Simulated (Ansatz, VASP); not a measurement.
## AlN in VASP and in Ansatz

```
Al N
1.0
     3.11100    0.00000    0.00000
    -1.55550    2.69421    0.00000
     0.00000    0.00000    4.82866
Al N
2 2
Cartesian
  0.0000 1.7961 0.0000
  1.5555 0.8981 2.4143
  0.0000 1.7961 1.8590
  1.5555 0.8981 4.2734
```

Change from the starting cell: zz strain of -3 %.

Alike in both runs: task single point; functional PBEsol; k mesh 11 × 11 × 6; occupations fermi-dirac, width 0.02 eV; no spin polarisation.

|  | VASP | Ansatz |
| --- | --- | --- |
| version | VASP 6.6.1 | Ansatz 0.2.0 |
| potentials or method | VASP PAW PBE potentials, release 64 (Al, N), cutoff 520 eV | all-electron LAPW, scalar-relativistic |

Ansatz gave:

* gap on the k mesh at the Fermi level (eV): 4.27
* pressure (GPa): 6.7
* largest component of the traceless stress (GPa): 6.80
* rms of the force components (eV/Å): 0.155

Question: Estimate VASP's values.

Answer: gap on the k mesh at the Fermi level (eV): 4.27; pressure (GPa): 6.8; largest component of the traceless stress (GPa): 6.87; rms of the force components (eV/Å): 0.159.

Atom by atom the forces differ by 0.004 eV/Å (rms over components). Ansatz ran all-electron here, so the differences hold the error of VASP's frozen core and of both bases.

Caveats: the PAW data sets were made with another functional, which shifts forces and pressure a little (VASP); an odd mesh through Γ misses points on the zone boundary, where band edges often lie.
